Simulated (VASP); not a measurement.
Li2S: single point with PBEsol

Li2S:

```
S Li
1.0
     0.00000    2.84450    2.84450
     2.84450    0.00000    2.84450
     2.84450    2.84450    0.00000
S Li
1 2
Cartesian
  0.0000 0.0000 0.0000
  4.2668 4.2668 4.2668
  1.4223 1.4223 1.4223
```

```
Program             : VASP 6.6.1
Task                : single point
Functional          : PBEsol
Potentials or basis : VASP PAW PBE potentials, release 64 (S, Li)
Cutoff              : 500 eV
k mesh              : 8 × 8 × 8
Occupations         : gaussian, width 0.02 eV
Spin                : no spin polarisation
```

```
Pressure               : -0.5 GPa
Band gap on the k mesh : 3.22 eV, indirect (least direct gap 4.13 eV)
```

Levels at points of the mesh, in eV from the valence-band top:
```tsv
k point	band 1	band 2	band 3	band 4	band 5	band 6	band 7	band 8	band 9
(0.00, 0.00, 0.00)	-11.04	0.00	0.00	0.00	4.13	6.17	6.17	6.17	11.14
(0.50, 0.00, 0.00)	-10.59	-2.94	-0.51	-0.51	6.03	6.49	6.49	8.26	12.75
(0.50, 0.50, 0.00)	-10.46	-2.20	-1.44	-1.44	3.22	7.04	11.02	11.02	12.05
```

Wall time 13 s on 1 thread of Intel(R) Xeon(R) Platinum 8259CL CPU @ 2.50GHz (Skylake/Cascade Lake), on a shared host, peak memory 0.16 GiB.

Caveat: the PAW data sets were made with another functional, which shifts forces and pressure a little. A k mesh can miss the band edges.
